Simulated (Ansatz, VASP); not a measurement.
# One calculation of Zr, two programs

File INCAR:

```
SYSTEM = Zr
ALGO = Normal
EDIFF = 1E-6
ENCUT = 520
GGA = PE
ISIF = 2
ISMEAR = -1
LASPH = .TRUE.
LCHARG = .TRUE.
LELF = .TRUE.
LREAL = .FALSE.
LVHAR = .TRUE.
LWAVE = .FALSE.
NBANDS = 19
NELM = 60
PREC = Accurate
SIGMA = 0.08
```

The input KPOINTS:

```
k-points
0
G
  15 15 8
  0 0 0
```

Contents of POSCAR:

```
Zr
1.0
    1.6155496483     -2.7982140730      0.0000000000
    1.6155496482      2.7982140730      0.0000000000
    0.0000000000      0.0000000000      5.1751358152
Zr
2
Direct
    0.6666666670      0.3333333330      0.2500000000
    0.3333333330      0.6666666670      0.7500000000
```

Input for Ansatz:

```yaml
crystal:
  lattice:
    - [1.6155496483, -2.798214073, 0.0]
    - [1.6155496482, 2.798214073, 0.0]
    - [0.0, 0.0, 5.1751358152]
  atoms:
    - { symbol: Zr, position: [0.666666667, 0.333333333, 0.25] }
    - { symbol: Zr, position: [0.333333333, 0.666666667, 0.75] }
kpoints:
  mp_grid: { grid: [15, 15, 8] }
scf:
  occupations: { method: fermi_dirac, width: 0.08 }
hamiltonian:
  xc: pbe
  pseudopotentials: { kind: all_electron, lapw: { basis_error: 0.001 } }
output:
  forces: true
  stress: true
  eigenvalues: true
```

Alike in both runs: task single point; functional PBE; k mesh 15 × 15 × 8; occupations fermi-dirac, width 0.08 eV; no spin polarisation.

|  | VASP | Ansatz |
| --- | --- | --- |
| version | VASP 6.6.1 | Ansatz 0.2.0 |
| potentials or method | VASP PAW PBE potentials, release 64 (Zr_sv) | all-electron LAPW, scalar-relativistic |
| plane-wave cutoff (eV) | 520 | see its input |

|  | VASP | Ansatz | Ansatz less VASP |
| --- | --- | --- | --- |
| pressure (GPa) | 0.0 | 0.0 | -0.01 |

Ansatz ran all-electron here, so the differences hold the error of VASP's frozen core and of both bases.
